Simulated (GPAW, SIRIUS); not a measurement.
This is a calculation of Zr (Zirconium) for SIRIUS 7.12.0. 

sirius.json

```json
{
  "control": {
    "processing_unit": "cpu",
    "verbosity": 2,
    "num_bands_to_print": 20,
    "print_forces": true,
    "print_stress": true
  },
  "parameters": {
    "electronic_structure_method": "pseudopotential",
    "xc_functionals": ["XC_GGA_X_PBE", "XC_GGA_C_PBE"],
    "gk_cutoff": 8.2,
    "pw_cutoff": 16.4,
    "ngridk": [9, 9, 5],
    "shiftk": [0, 0, 0],
    "smearing": "fermi_dirac",
    "smearing_width": 0.0018374661,
    "num_bands": 20,
    "num_mag_dims": 0,
    "num_dft_iter": 100,
    "energy_tol": 1e-08,
    "density_tol": 1e-06
  },
  "iterative_solver": {
    "type": "davidson",
    "min_tolerance": 1e-10
  },
  "mixer": {
    "type": "anderson",
    "beta": 0.7,
    "max_history": 8
  },
  "settings": {
    "tol_ne": 1e-10,
    "pseudo_grid_cutoff": 6.5
  },
  "unit_cell": {
    "lattice_vectors": [
      [1.0, 0.0, 0.0],
      [-0.5, 0.866025403775, 0.0],
      [0.0, 0.0, 1.592512376238]
    ],
    "lattice_vectors_scale": 6.1075948348,
    "atom_coordinate_units": "lattice",
    "atom_types": ["Zr"],
    "atom_files": {
      "Zr": "Zr.json"
    },
    "atoms": {
      "Zr": [
        [0.6666666667, 0.3333333333, 0.75],
        [0.3333333333, 0.6666666667, 0.25]
      ]
    }
  }
}
```

Potentials or basis: PseudoDojo 0.4.1 PBE standard (scalar relativistic).

Command:

```console
$ upf_to_json Zr.upf
$ OMP_NUM_THREADS=1 sirius.scf --input=sirius.json --output=out.json --task=0
```

Q: Set up the same calculation for GPAW 26.7.0. Potentials or basis there: GPAW PAW data sets (gpaw-data 1.2.1), cutoff 600 eV.

A: As run (cutoffs and basis follow the program's own potentials, and thresholds, step limits or extra output files can differ):

File run.py:

```python
from ase.io import read
from gpaw import PW
from gpaw.dft import DFT

atoms = read('Zr.cif')

dft = DFT(atoms,
          mode=PW(600),
          xc='PBE',
          kpts={'size': (9, 9, 5), 'gamma': True},
          occupations={'name': 'fermi-dirac', 'width': 0.05},
          nbands=24,
          convergence={'density': 1e-05, 'energy': 1e-05},
          maxiter=150,
          txt='gpaw.txt')
print(f'Energy: {dft.calculate_energy():.6f} eV')
print('Forces (eV/A):')
print(dft.calculate_forces().round(4))
print('Stress (eV/A^3):', dft.calculate_stress().round(6))
dft.write_gpw_file('gs.gpw')
```

Contents of Zr.cif:

```cif
data_Zr
_cell_length_a 3.23200000
_cell_length_b 3.23200000
_cell_length_c 5.14700000
_cell_angle_alpha 90.00000000
_cell_angle_beta 90.00000000
_cell_angle_gamma 120.00000000
_space_group_name_H-M_alt 'P1'
_space_group_name_Hall 'P 1'
_space_group_IT_number 1
loop_
_space_group_symop_operation_xyz
'x,y,z'
loop_
_atom_site_label
_atom_site_type_symbol
_atom_site_symmetry_multiplicity
_atom_site_Wyckoff_symbol
_atom_site_fract_x
_atom_site_fract_y
_atom_site_fract_z
_atom_site_occupancy
Zr1 Zr 1 a 0.6666666667 0.3333333333 0.7500000000 1
Zr2 Zr 1 a 0.3333333333 0.6666666667 0.2500000000 1
```

Potentials or basis: GPAW PAW data sets (gpaw-data 1.2.1), pw.

Launch:

```console
$ OMP_NUM_THREADS=1 python run.py
```

Both were run:

|  | SIRIUS | GPAW |
| --- | --- | --- |
| Pressure | 0.6 GPa | 0.1 GPa |

Pressure is positive in compression.
